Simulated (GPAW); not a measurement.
# SiC (Moissanite 3C) (F-43m) in GPAW: notebook, part 2 of 4

GPAW 26.7.0. The steps go on from the part before.

**4. Equation of state, PBEsol+D3(BJ)**

Contents of run.py:

```python
from ase.calculators.mixing import SumCalculator
from ase.eos import EquationOfState
from ase.io import Trajectory, read
from ase.units import GPa
from dftd3.ase import DFTD3
from gpaw import GPAW, PW, setup_paths

setup_paths.insert(0, '.')

atoms = read('SiC.cif')

traj = Trajectory('eos.traj', 'w')
volumes, energies = [], []
for x in [0.94, 0.96, 0.98, 1.0, 1.02, 1.04, 1.06]:
    a = atoms.copy()
    a.set_cell(atoms.cell * x**(1 / 3), scale_atoms=True)
    calc = GPAW(mode=PW(800),
                xc='PBEsol',
                kpts={'size': (10, 10, 10), 'gamma': True},
                occupations={'name': 'fermi-dirac', 'width': 0.05},
                nbands=11,
                convergence={'density': 1e-05, 'energy': 1e-05},
                maxiter=150,
                txt=f'eos-{x:.2f}.txt')
    a.calc = SumCalculator([calc, DFTD3(method='pbesol', damping='d3bj')])
    energies.append(a.get_potential_energy())
    volumes.append(a.get_volume())
    p = -a.get_stress()[:3].mean() / GPa
    calc.write(f'eos-{x:.2f}.gpw')
    traj.write(a)
    print(f'{x:.2f} {volumes[-1]:10.4f} A^3 {energies[-1]:14.6f} eV {p:9.3f} GPa', flush=True)

v0, e0, B = EquationOfState(volumes, energies, eos='birchmurnaghan').fit()
print(f'V0 = {v0:.4f} A^3, E0 = {e0:.6f} eV, B0 = {B / GPa:.2f} GPa')
```

Contents of SiC.cif:

```cif
data_SiC
_cell_length_a 3.08157135
_cell_length_b 3.08157135
_cell_length_c 3.08157135
_cell_angle_alpha 60.00000000
_cell_angle_beta 60.00000000
_cell_angle_gamma 60.00000000
_space_group_name_H-M_alt 'P1'
_space_group_name_Hall 'P 1'
_space_group_IT_number 1
loop_
_space_group_symop_operation_xyz
'x,y,z'
loop_
_atom_site_label
_atom_site_type_symbol
_atom_site_symmetry_multiplicity
_atom_site_Wyckoff_symbol
_atom_site_fract_x
_atom_site_fract_y
_atom_site_fract_z
_atom_site_occupancy
Si1 Si 1 a 0.0000000000 0.0000000000 0.0000000000 1
C1 C 1 a 0.7500000000 0.7500000000 0.7500000000 1
```

Potentials or basis: PAW data sets generated in the run's folder for this functional, pw.

Launch:

```sh
> gpaw-setup -f PBEsol C Si
> OMP_NUM_THREADS=1 python run.py
```

What it wrote:

```text
__  _  _
 | _ |_)|_||  |
 |__||  | ||/\| - 26.7.0

Input parameters:
  mode=PW(ecut=800.0),
  convergence={'density': 1e-05, 'energy': 1e-05},
  kpts=MonkhorstPack(size=(10, 10, 10), gamma=True),
  maxiter=150,
  nbands=11,
  occupations=Occupations(name='fermi-dirac', width=0.05),
  xc=XC(name='PBEsol')

Diagonalizing LCAO Hamiltonian
Converting LCAO to pw mode

                    C

       Si

Atoms  # Å, Bohr magnetons
|   | symbol |        x |        y |        z |    initial magnetic moments |
|---|--------|----------|----------|----------|-----------------------------|
| 0 |     Si | 0.000000 | 0.000000 | 0.000000 | ( 0.0000,  0.0000,  0.0000) |
| 1 |      C | 4.527997 | 2.614240 | 1.848547 | ( 0.0000,  0.0000,  0.0000) |

Unit cell  # Å
| periodic |        x |        y |        z |  lengths |    angles |
|----------|----------|----------|----------|----------|-----------|
|      yes | 3.018664 | 0.000000 | 0.000000 | 3.018664 | 60.000000 |
|      yes | 1.509332 | 2.614240 | 0.000000 | 3.018664 | 60.000000 |
|      yes | 1.509332 | 0.871413 | 2.464729 | 3.018664 | 60.000000 |

Number of symmetries: 24
Symmetry operations  # r_c * U_cc + t_c -> r_c
|    | kind |            matrix            |
|----|------|------------------------------|
|  0 |  E   |  1, 0, 0,  0, 1, 0,  0, 0, 1 |
|  1 |  σ   |  1, 0, 0,  0, 0, 1,  0, 1, 0 |
|  2 |  σ   |  1, 0,-1,  0, 1,-1,  0, 0,-1 |
|  3 |  C3  |  1, 0,-1,  0, 0,-1,  0, 1,-1 |
|  4 |  C3  |  1,-1, 0,  0,-1, 1,  0,-1, 0 |
|  5 |  σ   |  1,-1, 0,  0,-1, 0,  0,-1, 1 |
|  6 |  σ   |  0, 1, 0,  1, 0, 0,  0, 0, 1 |
|  7 |  C3  |  0, 1, 0,  0, 0, 1,  1, 0, 0 |
|  8 |  C2  |  0, 1,-1,  1, 0,-1,  0, 0,-1 |
|  9 |  S4  |  0, 1,-1,  0, 0,-1,  1, 0,-1 |
| 10 |  C3  |  0, 0, 1,  1, 0, 0,  0, 1, 0 |
| 11 |  σ   |  0, 0, 1,  0, 1, 0,  1, 0, 0 |
| 12 |  S4  |  0, 0,-1,  1, 0,-1,  0, 1,-1 |
| 13 |  C3  |  0, 0,-1,  0, 1,-1,  1, 0,-1 |
| 14 |  S4  |  0,-1, 1,  1,-1, 0,  0,-1, 0 |
| 15 |  C2  |  0,-1, 1,  0,-1, 0,  1,-1, 0 |
| 16 |  C3  |  0,-1, 0,  1,-1, 0,  0,-1, 1 |
| 17 |  S4  |  0,-1, 0,  0,-1, 1,  1,-1, 0 |
| 18 |  S4  | -1, 1, 0, -1, 0, 1, -1, 0, 0 |
| 19 |  C3  | -1, 1, 0, -1, 0, 0, -1, 0, 1 |
| 20 |  C3  | -1, 0, 1, -1, 1, 0, -1, 0, 0 |
| 21 |  S4  | -1, 0, 1, -1, 0, 0, -1, 1, 0 |
| 22 |  σ   | -1, 0, 0, -1, 1, 0, -1, 0, 1 |
| 23 |  C2  | -1, 0, 0, -1, 0, 1, -1, 1, 0 |

BZ-sampling:
  Number of BZ points: 1000
  Number of IBZ points: 47

  Monkhorst-Pack size: [10, 10, 10]
  Monkhorst-Pack shift: [0.05, 0.05, 0.05]

K-points  # in reciprocal-cell coordinates
|     |                                coordinates |     weight |
|-----|--------------------------------------------|------------|
|   0 | (  0.00000000,   0.00000000,   0.00000000) | 0.00100000 |
|   1 | (  0.10000000,   0.10000000,   0.00000000) | 0.00600000 |
|   2 | (  0.10000000,   0.10000000,   0.10000000) | 0.00800000 |
|   3 | (  0.20000000,   0.10000000,   0.10000000) | 0.01200000 |
|   4 | (  0.20000000,   0.20000000,   0.00000000) | 0.00600000 |
|   5 | (  0.20000000,   0.20000000,   0.10000000) | 0.02400000 |
|   6 | (  0.20000000,   0.20000000,   0.20000000) | 0.00800000 |
|   7 | (  0.30000000,   0.20000000,   0.10000000) | 0.02400000 |
|   8 | (  0.30000000,   0.20000000,   0.20000000) | 0.02400000 |
|   9 | (  0.30000000,   0.30000000,   0.00000000) | 0.00600000 |
| ... |                                            |            |
|  46 | (  0.50000000,   0.50000000,   0.50000000) | 0.00400000 |

Plane wave coefficients: 1010
Cutoff: 800.0 eV

Spin-components: 1 (collinear spins)
Bands:           11
Projectors:      10
Spin-degeneracy: 2
Datatype:        complex128

Parallelization:
  kpt:    1
  domain: 1
  band:   1

Density:
  Valence electrons: 8.0
  Components: 1
  Grid points: [20 20 20]
  Charge: 0.0  # |e|

Potential:
  Grid points: [20 20 20]

species:
  Si:
    name:    Silicon
    Z:       14.0
    valence: 4
    core:    10
    charge:  0.0  # [|e|]
    compensation charges:
      type: gauss
      rc: 0.33  # [Å]
      lmax: 2
    cutoffs:
      filter: 1.86  # [Å]
      core: 2.06  # [Å]
    projectors
    | kind |    occ | energy [eV] | rcut [Å] |
    |------|--------|-------------|----------|
    |   3s |  2.000 |     -10.768 |    1.058 |
    |   3p |  2.000 |      -4.057 |    1.058 |
    |    s |        |      16.444 |    1.058 |
    |    p |        |      23.155 |    1.058 |
    |    d |        |       0.000 |    1.058 |

    Using partial waves for Si as LCAO basis

  C:
    name:    Carbon
    Z:       6.0
    valence: 4
    core:    2
    charge:  0.0  # [|e|]
    compensation charges:
      type: gauss
      rc: 0.20  # [Å]
      lmax: 2
    cutoffs:
      filter: 1.14  # [Å]
      core: 1.14  # [Å]
    projectors
    | kind |    occ | energy [eV] | rcut [Å] |
    |------|--------|-------------|----------|
    |   2s |  2.000 |     -13.648 |    0.635 |
    |   2p |  2.000 |      -5.232 |    0.635 |
    |    s |        |      13.563 |    0.635 |
    |    p |        |      21.979 |    0.635 |
    |    d |        |       0.000 |    0.635 |

    Using partial waves for C as LCAO basis

Reference energy: -8894.658675  # eV

eigensolver:
  PPCG
  Converge bands: occupied
  niter=2

density mixing:
  MSR1-Mixer
  Pratt-step length: 0.05
  Maximum mixing coefficient: 0.75
  Old densities: 10
  SVD Regularization: 0.005
  Good broyden scale: 1.0
  Trust region scale: 1.0
  Backstep threshold: 4.0
  History deletion threshold: 6.0
  Fourier metric: weight=20.0, sigma=0.015

occupation numbers:
  Fermi-Dirac:
    width: 0.0500  # eV

poisson solver:
  ecut: 6400.0  # eV

xc functional:
  name: PBEsol with 2 nearest neighbor stencil

convergence criteria:
- Maximum integral of absolute [dens]ity change: 1e-05 electrons / valence electron
- Maximum [total energy] change in last 3 cyles: 1e-05 eV / valence electron
- Maximum integral of absolute [eigenst]ate change: 4e-08 eV^2 / valence electron
maximum number of iterations: 150

SCF iterations
|iter     | |      energy | eigst |  dens |
|---------|-|-------------|-------|-------|
|iter:   1| |  -17.570093 | -0.14 |       |
|iter:   2| |  -17.177827 | -2.40 | -0.56 |
|iter:   3| |  -15.793646 | -0.85 | -0.60 |
|iter:   4| |  -15.793179 | -2.88 | -1.34 |
|iter:   5| |  -15.795307 | -3.51 | -1.73 |
|iter:   6| |  -15.795387 | -5.44 | -2.67 |
|iter:   7| |  -15.795391 | -6.78 | -3.37 |
|iter:   8| |  -15.795391c| -7.84c| -4.21 |
|iter:   9| |  -15.795391c| -8.86c| -5.38c|

Converged in 9 steps
Energy contributions relative to reference atoms: (reference = -8894.658675)

Energy contributions:
  Kinetic:          23.297064
  Coulomb:         -19.229759
  Zero:             -0.020134
  External:          0.000000
  Xc:              -19.842562
  Entropy:          -0.000000
  Spinorbit:         0.000000
  ----------------------------
  Free energy:     -15.795391
  Extrapolated:    -15.795391

dipole moment: (-11.056526, -6.383488, -4.513808)  # |e|*Ang

Fermi level: 9.516
Eigenvalues  # (at kpt = [0.000, 0.000, 0.000])
| band index |      eig [eV] | occ [0-2] |
|------------|---------------|-----------|
|          0 |        -7.023 |     2.000 |
|          1 |         8.906 |     2.000 |
|          2 |         8.906 |     2.000 |
|          3 |         8.906 |     2.000 |
|          4 |        15.864 |     0.000 |
|          5 |        16.585 |     0.000 |
|          6 |        16.585 |     0.000 |
|          7 |        16.585 |     0.000 |
|          8 |        23.739 |     0.000 |
|          9 |        23.741 |     0.000 |
|         10 |        26.145 |     0.000 |

Gap: 1.178 eV
Transition (v -> c):
  (s=0, k=0, n=3, [0.00, 0.00, 0.00]) -> (s=0, k=41, n=4, [0.50, 0.50, 0.00])
Direct/indirect transitions are different
Direct gap: 4.513 eV
Transition at: (s=0, k=41, n=3, [0.50, 0.50, 0.00])

Stress tensor  # eV/Ang^3
|         x |         y |         z |
|-----------|-----------|-----------|
| -0.104544 |  0.000000 |  0.000000 |
|  0.000000 | -0.104544 |  0.000000 |
|  0.000000 |  0.000000 | -0.104544 |

# Writing to eos-0.94.gpw (mode='')
```

Wall time 60 s (1 thread of Intel Xeon Platinum 8488C (Sapphire Rapids), shared host); peak memory 0.23 GiB.

What came out:

- Equilibrium volume: 10.23 Å³/atom
- Bulk modulus: 228 GPa
- Pressure derivative of the bulk modulus: 4.0

Energy against volume, from the lowest point:
| volume (Å³/atom) | energy (meV/atom) |
| --- | --- |
| 9.725 | 18.56 |
| 9.932 | 5.83 |
| 10.139 | 0.00 |
| 10.346 | 0.41 |
| 10.553 | 6.43 |
| 10.760 | 17.60 |
| 10.967 | 33.34 |

(Continued in part 3 of 4.)
